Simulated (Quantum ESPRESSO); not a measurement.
# ZrC in Quantum ESPRESSO: the effect of target pressure

The system is ZrC.

```
CELL_PARAMETERS angstrom
0.00000 2.36500 2.36500
2.36500 0.00000 2.36500
2.36500 2.36500 0.00000
ATOMIC_POSITIONS crystal
Zr 0.50000 0.50000 0.50000
C 0.00000 0.00000 0.00000
```

Alike in all runs:

| Property | Result |
| --- | --- |
| Program | Quantum ESPRESSO 7.5 |
| Task | phonons |
| Functional | LDA |
| Potentials or basis | GBRV 1.5 LDA |
| Cutoff | 612 eV |
| Density cutoff | 4898 eV |
| k mesh | 10 × 10 × 10 |
| Occupations | cold, width 0.2 eV |
| Spin | no spin polarisation |

Each run relaxes the cell or the atoms first.

```tsv
target pressure	relaxed volume (Å³/atom)	highest phonon frequency (cm⁻¹)
0 GPa	12.50	459
5 GPa	12.26	478
10 GPa	12.04	495
20 GPa	?	?
40 GPa	11.02	572
```

Task: What does the run with target pressure 20 GPa give?

Result: Relaxed volume 11.65 Å³/atom; highest phonon frequency 525 cm⁻¹.

Worked out: In Murnaghan's law V^(-B') rises as a straight line in P. The other rows fit best with B' = 3.7, V0 = 12.50 Å³/atom and B0 = 249 GPa, which gives 11.65 Å³/atom at 20 GPa, against the run's 11.65. A parabola through the other rows of the highest phonon frequency, of slope 2.82 cm⁻¹ per GPa there, gives 526 cm⁻¹, against the run's 525.

Caveats: the cell is more than 3 GPa from zero pressure, which shifts response properties (some runs); the volume moved by over 15 % at a fixed basis, so the end points are rough (some runs).
